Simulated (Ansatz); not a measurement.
The system is TiSe.

```
Se Ti
1.0
     3.55900    0.00000    0.00000
    -1.77950    3.08218    0.00000
     0.00000    0.00000    6.22000
Se Ti
2 2
Cartesian
  1.7795 1.0274 4.6650
  0.0000 2.0548 1.5550
  0.0000 0.0000 3.1100
  0.0000 0.0000 0.0000
```

| Property | Result |
| --- | --- |
| Program | Ansatz 0.2.0 |
| Task | relaxation of cell and atoms |
| Functional | PBEsol |
| Potentials or basis | Ansatz PAW |
| Cutoff | 420 eV (not typed: the program's choice for these potentials) |
| k mesh | 9 × 9 × 5 |
| Occupations | fermi-dirac, width 0.05 eV |
| Spin | no spin polarisation |
| Hubbard terms | Ti d U = 1 eV |

At the start: volume 17.06 Å³/atom.

**Question.** How do energy, volume and symmetry change on relaxing?

**Answer.** It ends after 9 steps and the volume is 16.62 Å³/atom (-2.5 %); space group P6_3/mmc (No. 194, to 0.05 Å).

Step by step:
```csv
step,energy change (eV),largest force (eV/Å),volume (Å³)
1,0.0000,0.0000,68.23
2,-0.1860,0.0000,67.90
3,-0.2498,0.0000,65.92
4,-0.2558,0.0000,66.59
5,-0.2562,0.0000,66.50
6,-0.2562,0.0000,66.48
7,-0.2571,0.0000,66.48
8,-0.2571,0.0000,66.50
9,-0.2571,0.0000,66.50
```

Final structure:
```yaml
crystal:
  lattice:
    - [3.36724, 0.00000, 0.00000]
    - [-1.68362, 2.91611, 0.00000]
    - [0.00000, 0.00000, 6.77217]
  atoms:
    - { symbol: Se, position: [0.66667, 0.33333, 0.75000] }
    - { symbol: Se, position: [0.33333, 0.66667, 0.25000] }
    - { symbol: Ti, position: [0.00000, 0.00000, 0.50000] }
    - { symbol: Ti, position: [0.00000, 0.00000, 0.00000] }
```

Caveat: the plane-wave basis is chosen anew once the cell has moved, so the energies of steps on either side of that aren't comparable; U without spin polarisation on a metal has little footing; the PAW data sets come from PBE, with cores solved anew for the run's functional, which leaves a small shift of forces and pressure.
